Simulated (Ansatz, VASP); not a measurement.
# ZnSe: VASP beside Ansatz

INCAR

```
SYSTEM = ZnSe
PREC = Accurate
ENCUT = 600
EDIFF = 1E-6
ISMEAR = 0
SIGMA = 0.02
LREAL = .FALSE.
LASPH = .TRUE.
NELM = 100
ALGO = Normal
ISIF = 3
LWAVE = .FALSE.
LCHARG = .FALSE.
GGA = PE
IBRION = 2
NSW = 100
EDIFFG = -0.01
```

Contents of KPOINTS:

```
regular mesh
0
G
  8 8 8
  0 0 0
```

POSCAR

```
ZnSe
1.0
    0.0000000000      2.8661434335      2.8661434335
    2.8661434335      0.0000000000      2.8661434335
    2.8661434335      2.8661434335      0.0000000000
Zn Se
1 1
Direct
    0.0000000000      0.0000000000      0.0000000000
    0.7500000000      0.7500000000      0.7500000000
```

Input for Ansatz:

```yaml
crystal:
  lattice:
    - [0.0, 2.8661434335, 2.8661434335]
    - [2.8661434335, 0.0, 2.8661434335]
    - [2.8661434335, 2.8661434335, 0.0]
  atoms:
    - { symbol: Zn, position: [0.0, 0.0, 0.0] }
    - { symbol: Se, position: [0.75, 0.75, 0.75] }
basis:
  ecutwfc: 420
kpoints:
  mp_grid: { grid: [8, 8, 8] }
hamiltonian:
  xc: pbe
scf:
  occupations: { method: gaussian, width: 0.02 }
output:
  forces: true
  stress: true
  eigenvalues: true
relax:
  adjacent_minimum: "off"
  f_tol: 0.01
  max_steps: 80
  cell: { stress_tol: 0.05 }
```

Change from the starting cell: the structure that the rattled cell fell into.

Alike in both runs: task relaxation of cell and atoms; functional PBE; k mesh 8 × 8 × 8; occupations gaussian, width 0.02 eV; no spin polarisation.

|  | VASP | Ansatz |
| --- | --- | --- |
| version | VASP 6.6.1 | Ansatz 0.2.0 |
| potentials or method | VASP PAW PBE potentials, release 64 (Zn, Se) | scalar-relativistic, plane waves, PAW |
| plane-wave cutoff (eV) | 600 | 420 |
| valence electrons in the cell | 18 | 28 |

Ansatz gave:

```
gap on the k mesh at the Fermi level, each at its own relaxed structure (eV) : 1.15
relaxed volume (Å³/atom)                                                     : 23.54
relaxed cell length with the largest relative difference (Å)                 : 4.053
```

**Question.** What did VASP give for the same quantities?

**Answer.** gap on the k mesh at the Fermi level, each at its own relaxed structure (eV): 1.14; relaxed volume (Å³/atom): 23.65; relaxed cell length with the largest relative difference (Å): 4.060.

The two sets of potentials don't hold the same shells in valence.
